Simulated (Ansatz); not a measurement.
# A series in volume per atom on SnO

All results are calculated (Ansatz 0.2.0). Periodic Kohn-Sham DFT of a crystal at fixed atoms; pressure and stress are positive in compression; the energy is the free energy less that of spherical unpolarised free atoms; site moments are those in the method's own spheres, positive along +z.

Cell of the first row (space group P4/nmm, No. 129):
```
SnO
1.0
      3.7244     0.0000     0.0000
      0.0000     3.7244     0.0000
      0.0000     0.0000     4.7373
Sn O
2 2
Direct
  0.00000 0.50000 0.23850
  0.50000 0.00000 0.76150
  0.00000 0.00000 0.00000
  0.50000 0.50000 0.00000
```

Settings of every row: method all-electron PAW; functional PBE; relativity scalar; k mesh 8x8x6; filling fermi-dirac; smearing width 0.01 eV; nucleus gaussian.

Atom start moment: 0 on all atoms.

Limits of some rows: small gap, it may come from the mesh (row 5, 6, 7, 8).

| row | volume per atom (Å³) | pressure (GPa) |
| --- | --- | --- |
| 1 | 16.428 | 11.401 |
| 2 | 16.777 | 8.703 |
| 3 | 17.127 | 6.279 |
| 4 | 17.302 | 5.184 |
| 5 | 17.651 | 3.172 |
| 6 | 17.826 | 2.217 |
| 7 | 18.175 | ? |
| 8 | 18.525 | -1.154 |

Question: what pressure should row 7 give?

Worked fit of pressure. Take u = (V_r/V)^(2/3) − 1 with V_r = 17.302 Å³ an atom, which is twice the finite (Eulerian) strain; such expansions in the strain, on which the Birch-Murnaghan equation of state is built, carry the rest volume and the bulk modulus. The shown rows have u = 0.03516, 0.02075, 0.0068, 0, -0.01323, -0.01969, -0.04451. Least squares give pressure = 5.188 + 158.802 × u + 447.73 × u² + 1819 × u³ GPa; a parabola predicts inner rows, each left out in turn, worse (root mean square 0.035 against 0.015 GPa). The rows lie off it by -0.003, 0.011, -0.010, -0.004, 0.011, -0.004, 0.000 (root mean square 0.0074 GPa). The pressure vanishes at u = -0.0357, or V = 18.27 Å³ an atom, and there the bulk modulus at fixed shape and fractions is B = −V dP/dV = (2/3)(1 + u) dP/du = 86 GPa. Letting shape and atoms relax would as a rule lower it, by much in layered, chain or molecular crystals. The withheld row has u = -0.03228, so the fit gives 5.188 + 158.802 × (-0.03228) + 447.73 × (-0.03228)² + 1819 × (-0.03228)³ = 0.467 GPa.

The calculation gave 0.444 GPa. The fit lies 0.023 GPa (5.2 % of the value, 0.18 % of the column's range) above it; its largest miss of a shown row is 0.011 GPa.
